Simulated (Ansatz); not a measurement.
The system is Bi2Se3 (Paraguanajuatite).

```xyz
5
Lattice="2.0715 1.1960 9.5453 -2.0715 1.1960 9.5453 0.0000 -2.3920 9.5453" Properties=species:S:1:pos:R:3 pbc="T T T"
Bi    0.0000    0.0000   17.1587
Bi    0.0000    0.0000   11.4773
Se    0.0000    0.0000   22.5738
Se    0.0000    0.0000    6.0622
Se    0.0000    0.0000    0.0000
```

```yaml
Program: Ansatz 0.2.0
Task: relaxation of cell and atoms
Functional: PBE
Potentials_or_basis: JTH PAW
Cutoff: "1800 eV (not typed: the program's choice for these potentials)"
k_mesh: 8 × 8 × 8
Occupations: fermi-dirac, width 0.05 eV
Spin: no spin polarisation
```

At the start: volume 28.38 Å³/atom.

Q: How do energy, volume and symmetry change on relaxing?

A: It ends after 9 steps and the volume is 31.69 Å³/atom (+11.7 %); space group R-3m (No. 166, to 0.05 Å).

The path:
| step | energy change (eV) | largest force (eV/Å) | volume (Å³) |
| --- | --- | --- | --- |
| 1 | 0.0000 | 0.1624 | 141.89 |
| 2 | -0.0273 | 0.3674 | 153.57 |
| 3 | -0.0624 | 0.0373 | 151.21 |
| 4 | -0.0685 | 0.0684 | 151.99 |
| 5 | -0.0730 | 0.0333 | 153.47 |
| 6 | -0.0759 | 0.0087 | 156.06 |
| 7 | -0.0764 | 0.0010 | 157.65 |
| 8 | -0.0764 | 0.0014 | 158.46 |
| 9 | -0.0773 | 0.0014 | 158.46 |

Final structure:
```xyz
5
Lattice="2.0942 1.2091 10.4301 -2.0942 1.2091 10.4301 0.0000 -2.4182 10.4301" Properties=species:S:1:pos:R:3 pbc="T T T"
Bi    0.0000    0.0000   18.9101
Bi    0.0000    0.0000   12.3801
Se    0.0000    0.0000   24.3734
Se    0.0000    0.0000    6.9168
Se    0.0000    0.0000    0.0000
```

Caveat: the plane-wave basis is chosen anew once the cell has moved, so the energies of steps on either side of that aren't comparable.
